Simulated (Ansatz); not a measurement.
# InP (zincblende type): the cost of one run

Computed with Ansatz 0.2.0 (DFT, scalar-relativistic, functionals as named in each step, unless a step's input says otherwise).

1 further run of the same task is left out (set aside as unsound or not needed).

## 1. The structure to begin with

It takes space group F-43m (No. 216, cubic). The conventional cell has a = 5.960 Å, b = 5.960 Å, c = 5.960 Å, α = 90.00°, β = 90.00°, γ = 90.00°. In (site symmetry -43m) has 4 P at 2.58 Å as nearest neighbours. P (site symmetry -43m) has 4 In at 2.58 Å as nearest neighbours.

As a file:

```cif
data_structure
_symmetry_space_group_name_H-M 'F-43m'
_symmetry_Int_Tables_number 216
_cell_length_a 5.9598
_cell_length_b 5.9598
_cell_length_c 5.9598
_cell_angle_alpha 90.000
_cell_angle_beta 90.000
_cell_angle_gamma 90.000
_cell_volume 211.68
loop_
_atom_site_label
_atom_site_type_symbol
_atom_site_symmetry_multiplicity
_atom_site_Wyckoff_symbol
_atom_site_fract_x
_atom_site_fract_y
_atom_site_fract_z
_atom_site_occupancy
In1 In 4 a 0.00000 0.00000 0.00000 1
P1 P 4 d 0.25000 0.25000 0.75000 1
```

The file gives the conventional cell by its symmetry; the runs use the cell typed in the input.

Atoms are numbered in the order of the input: In1, P2.

## 2. LDA, LAPW

File input.yaml:

```yaml
crystal:
  lattice:
    - [0.0, 2.9798790903, 2.9798790903]
    - [2.9798790903, 0.0, 2.9798790903]
    - [2.9798790903, 2.9798790903, 0.0]
  atoms:
    - { symbol: In, position: [0.0, 0.0, 0.0] }
    - { symbol: P, position: [0.25, 0.25, 0.25] }
kpoints:
  mp_grid: { grid: [12, 12, 12] }
  band_path:
    path:
      - [0.0, 0.0, 0.0]
      - [-0.5, -0.5, 0.0]
      - [-0.375, -0.375, 0.25]
      - [-0.375, 0.0, 0.375]
      - [0.0, 0.0, 0.0]
      - [0.0, 0.0, 0.5]
      - [-0.5, -0.25, 0.25]
      - [-0.5, -0.5, 0.0]
    npoints: 5
scf:
  occupations: { method: fermi_dirac, width: 0.08 }
hamiltonian:
  xc: lda
  pseudopotentials: { kind: all_electron, lapw: { basis_error: 0.00025 } }
output:
  forces: true
  stress: true
  eigenvalues: true
```

On the command line:

```console
> ansatz run input.yaml --threads 1 --pin off --max-ram 2048MiB --backend cpu --events-out ev --progress --plain --runs-dir out
```

What time and memory should one allow on 1 thread of Arm Neoverse V1, shared host?

About 33 s, with a peak of 0.39 GiB.
